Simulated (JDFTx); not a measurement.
Crystal: KTaO3.

```xyz
5
Lattice="3.9883 0.0000 0.0000 0.0000 3.9883 0.0000 0.0000 0.0000 3.9883" Properties=species:S:1:pos:R:3 pbc="T T T"
Ta    0.0000    0.0000    0.0000
K     1.9942    1.9942    1.9942
O     0.0000    0.0000    1.9942
O     0.0000    1.9942    0.0000
O     1.9942    0.0000    0.0000
```

- Program: JDFTx 1.7.0 (patched build)
- Task: single point
- Functional: PBE
- Potentials or basis: PseudoDojo-SR-PBE-0.5-standard
- Cutoff: 1143 eV
- Density cutoff: 9143 eV
- k mesh: 7 × 7 × 7
- Occupations: fermi-dirac, width 0.05 eV
- Spin: no spin polarisation

On this cell: pressure 4.3 GPa; largest force zero by symmetry; band gap on the k mesh 2.30 eV, indirect (least direct gap 2.88 eV).

The same run follows on a disturbed copy (atoms moved at random, drawn with an rms of 0.05 Å):

```
Ta K O
1.0
     3.98830    0.00000    0.00000
     0.00000    3.98830    0.00000
     0.00000    0.00000    3.98830
Ta K O
1 1 3
Cartesian
  -0.0351 0.0254 -0.0525
  2.0287 1.9853 2.0841
  -0.0139 0.0041 1.9539
  0.0019 2.0111 0.0071
  1.9758 0.0292 -0.0165
```

What changes?

The energy moves by +10.5 meV/atom; pressure 4.5 GPa; largest force 0.605 eV/Å; band gap on the k mesh 2.30 eV, indirect (least direct gap 2.88 eV).

Forces in eV/Å, atoms in the order of the input:
```
Ta   0.156 -0.080  0.315
K   -0.251  0.133 -0.535
O   -0.004  0.036  0.464
O   -0.065 -0.021 -0.171
O    0.164 -0.069 -0.073
```

Stress tensor (GPa, compression positive):
```
 4.61 -0.06  0.23
-0.06  4.52 -0.19
 0.23 -0.19  4.41
```

Caveats: the empty levels aren't tightly converged; spin-orbit coupling is left out, which moves the levels of the heavy elements; an odd mesh through Γ misses points on the zone boundary, where band edges often lie.
